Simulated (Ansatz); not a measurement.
Runs of Ansatz 0.2.0 on SiNi3. The structure is cubic, space group Pm-3m (No. 221). Conventional cell: a = 3.542 Å, b = 3.542 Å, c = 3.542 Å, α = 90.00°, β = 90.00°, γ = 90.00°. Ni (site symmetry 4/mmm) is surrounded by 8 Ni at 2.50 Å and 4 Si at 2.50 Å. Si (site symmetry m-3m) has 12 Ni at 2.50 Å as nearest neighbours. 

| task | level | cell | cutoff (eV) | smearing | points for each segment of the path | gap on the mesh (eV) | pressure (GPa) | moment (μB) | relaxed volume (Å³/atom) |
| --- | --- | --- | --- | --- | --- | --- | --- | --- | --- |
| band structure | r2SCAN | as given | 500 | fermi-dirac 0.05 eV | 14 | none | (a) | 0.17 | - |
| single point | PBE | as given | 420 | gaussian 0.015 eV | - | none | -6.0 | 0.00 | - |
| relaxation of cell and atoms | PBEsol | relaxed | 420 | fermi-dirac 0.05 eV | - | none | 0.0 | 0.00 | 10.36 |
| relaxation of cell and atoms | BLYP | relaxed | 420 | fermi-dirac 0.05 eV | - | none | 0.0 | 0.00 | 11.31 |
| single point | PBE | as given | 420 | gaussian 0.026 eV | - | none | -6.0 | 0.00 | - |

Alike in all rows: potentials or basis Ansatz PAW; spin collinear, ferromagnetic start; k mesh 8 × 8 × 8.

**Question.** Estimate the missing entries.

**Answer.** (a) -13.6.

Caveats: the PAW data sets come from PBE, with cores solved anew for the run's functional, which leaves a small shift of forces and pressure (some runs); the plane-wave basis is chosen anew once the cell has moved, so the energies of steps on either side of that aren't comparable (some runs); the magnetic or orbital state may not be the lowest (some runs); the potentials were made for another functional, which shifts forces and pressure (some runs).

A k mesh can miss the band edges.

A gap of «none» marks a metal or a gap under the smearing width.

Not every run made on this cell is shown here.
